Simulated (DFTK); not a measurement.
ZnO (zincite):

```
Zn O
1.0
     3.24931    0.00000    0.00000
    -1.62465    2.81398    0.00000
     0.00000    0.00000    5.20571
Zn O
2 2
Cartesian
  1.6247 0.9380 0.0000
  0.0000 1.8760 2.6029
  0.0000 1.8760 4.5759
  1.6247 0.9380 1.9730
```

Base run:

| Quantity | Value |
| --- | --- |
| Program | DFTK 0.8.2 |
| Functional | PBE |
| Potentials or basis | SG15 1.2 (PBE) |
| Cutoff | 952 eV |
| k mesh | 7 × 7 × 4 |
| Occupations | fermi-dirac, width 0.05 eV |
| Spin | no spin polarisation |

Its results: band gap on the k mesh 0.87 eV, direct.

Q: The run is repeated on the same cell with these changes: functional from PBE to PBEsol. What comes out?

A: Band gap on the k mesh 0.65 eV, direct.

Not every run made on this cell is shown here.
